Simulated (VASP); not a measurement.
## HgTe: equation of state with PBE

The system is HgTe.

```
CELL_PARAMETERS angstrom
0.00000 3.18000 3.18000
3.18000 0.00000 3.18000
3.18000 3.18000 0.00000
ATOMIC_POSITIONS crystal
Hg 0.00000 0.00000 0.00000
Te 0.50000 0.50000 0.50000
```

Measurements of this composition are mostly on another form, of space group No. 216.

- Program: VASP 6.6.1
- Task: equation of state
- Functional: PBE
- Potentials or basis: VASP PAW PBE potentials, release 64 (Hg, Te)
- Cutoff: 520 eV
- k mesh: 7 × 7 × 7
- Occupations: fermi-dirac, width 0.05 eV
- Spin: no spin polarisation
- Further INCAR settings: ALGO = Normal; EDIFF = 1e-07; NBANDS = 16

```
Equilibrium volume : 29.00 Å³/atom (rough: see the caveat)
Bulk modulus       : 47 GPa (rough)
```

Energy against volume, from the lowest point:
```
volume (Å³/atom)  energy (meV/atom)
          30.228               0.00
          30.871               8.45
          31.514              19.63
          32.157              33.13
          32.801              48.66
          33.444              65.88
          34.087              84.57
```

All runs of the series together: 2.4 min on 1 thread of Intel(R) Xeon(R) Platinum 8488C (Sapphire Rapids) (shared host).

Caveat: the minimum lies outside the volumes run. The run has no spin-orbit coupling, so splittings on Hg, Te are missing.
